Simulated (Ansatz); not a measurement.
# F: LAPW beside PAW

The same cell of F is computed with all-electron LAPW, frozen-core PAW and datasets made for this crystal, to set the results side by side.

Program: Ansatz 0.2.0. Level of theory: DFT PBE, scalar-relativistic. These are calculated values, not measurements.

## Step 1: The system as given

It takes space group C2/c (No. 15, monoclinic). Conventional cell: a = 5.500 Å, b = 3.280 Å, c = 7.280 Å, α = 90.00°, β = 102.17°, γ = 90.00°. F (site symmetry 1) has 1 F at 1.49 Å as nearest neighbours.

As a file:

```
F
1.0
     2.75000   -1.64000    0.00000
     2.75000    1.64000    0.00000
    -1.53472    0.00000    7.11639
F
4
Cartesian
  4.1645 -0.6002 0.7095
  0.5682 -0.6002 2.8487
  -0.1992 0.6002 6.4069
  3.3971 0.6002 4.2677
```

The cell is a measured one (Crystallography Open Database entry 9012106); the temperature and pressure of the measurement aren't taken into account, and nothing was relaxed.

Atoms are numbered in the order of the input: F1, F2, F3, F4.

## Step 2: All-electron LAPW

File input.yaml:

```yaml
crystal:
  lattice:
    - [2.75, -1.64, 0.0]
    - [2.75, 1.64, 0.0]
    - [-1.53472, 0.0, 7.11639]
  atoms:
    - { symbol: F, position: [0.968, 0.602, 0.0997] }
    - { symbol: F, position: [0.398, 0.032, 0.4003] }
    - { symbol: F, position: [0.032, 0.398, 0.9003] }
    - { symbol: F, position: [0.602, 0.968, 0.5997] }
kpoints:
  mp_grid: { grid: [9, 9, 4] }
  band_path:
    path:
      - [0.0, 0.0, 0.0]
      - [-0.3430476407, 0.3430476407, 0.0]
      - [-0.6569523593, -0.3430476407, 0.0]
      - [-0.5, -0.5, 0.0]
      - [0.0, 0.0, 0.0]
      - [-0.5, -0.5, 0.5]
      - [-0.6717718977, -0.3282281023, 0.5]
      - [-0.3282281023, 0.3282281023, 0.5]
      - [0.0, 0.0, 0.5]
    npoints: 8
scf:
  occupations: { method: fermi_dirac, width: 0.02 }
hamiltonian:
  xc: pbe
  pseudopotentials: { kind: all_electron, lapw: { basis_error: 0.001 } }
output:
  forces: true
  stress: true
  eigenvalues: true
  populations: true
  dos: { projected: true, de: 0.2, e_range: [-14, 8] }
```

## Step 3: Frozen-core PAW

Edit input.yaml of step 2 so:

```diff
@@ -28,3 +28,3 @@
   xc: pbe
-  pseudopotentials: { kind: all_electron, lapw: { basis_error: 0.001 } }
+  pseudopotentials: { kind: paw }
 output:
@@ -33,3 +33,5 @@
   eigenvalues: true
+  efg: { contact_densities: true }
   populations: true
+  bader: true
   dos: { projected: true, de: 0.2, e_range: [-14, 8] }
```

## Step 4: Datasets made for this crystal

Edit input.yaml of step 3 so:

```diff
@@ -28,3 +28,3 @@
   xc: pbe
-  pseudopotentials: { kind: paw }
+  pseudopotentials: { kind: all_electron, datasets: crystal }
 output:
@@ -34,4 +34 @@
   efg: { contact_densities: true }
-  populations: true
-  bader: true
-  dos: { projected: true, de: 0.2, e_range: [-14, 8] }
```

(Steps that only read results are left out.)

What does the calculation give? Wanted: pressure; gap; largest force; Bader charges.

The runs gave:

```
           quantity                                               value
           pressure   LAPW -4.18, PAW -4.14, crystal datasets -4.17 GPa
         gap (LAPW)                                1.99 eV, direct at Γ
      largest force  LAPW 1.945, PAW 1.922, crystal datasets 1.942 eV/Å
Bader charges (PAW)                                          F1 +0.00 e
```

What this shows: The pressure of -4.2 GPa pushes the cell to shrink, with the atoms held in place. The gap is 1.99 eV, direct at Γ. It is the Kohn-Sham gap of a semilocal functional, which mostly lies below the gap found in experiment. The top eV of the valence band is mostly F 2p (100 % of the projected weight). The projection holds only the free atom's occupied shells (F 2s, F 2p in this range). The field gradient at F1, the largest by crystal datasets, is 61.36 by PAW and 61.18 by crystal datasets (10²¹ V/m²), within 5 %. In pressure, PAW differs from LAPW by +0.04 GPa and less than 0.01 eV in the gap. The forces differ by at most 21 meV/Å in a component, on a largest force of 1.945 eV/Å. The price, with the outputs that each input asks for: 2.2 min for LAPW against 32 s for PAW, about 4 to one.
